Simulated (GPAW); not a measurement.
The system is MgS (Niningerite).

```
S Mg
1.0
     0.00000    2.60165    2.60165
     2.60165    0.00000    2.60165
     2.60165    2.60165    0.00000
S Mg
1 1
Direct
  0.50000 0.50000 0.50000
  0.00000 0.00000 0.00000
```

Base run:

```yaml
Program: GPAW 26.7.0
Functional: PBE0
Potentials_or_basis: GPAW PAW data sets (gpaw-data 1.2.1)
Cutoff: 600 eV
Basis: pw
k_mesh: 6 × 6 × 6
Occupations: fermi-dirac, width 0.05 eV
Spin: no spin polarisation
```

Its results: band gap on the k mesh 4.53 eV, indirect (least direct gap 5.53 eV).

**Question.** The run is repeated on the same cell with these changes: functional from PBE0 to r2SCAN; cutoff from 600 eV to 800 eV; k mesh from 6 × 6 × 6 to 9 × 9 × 9. What comes out?

**Answer.** Band gap on the k mesh 3.62 eV, indirect (least direct gap 4.65 eV).

Several settings changed at once, so the effect can't be laid on one alone.

Caveats: the mesh misses the band edges, which the band path finds closer together (some runs).
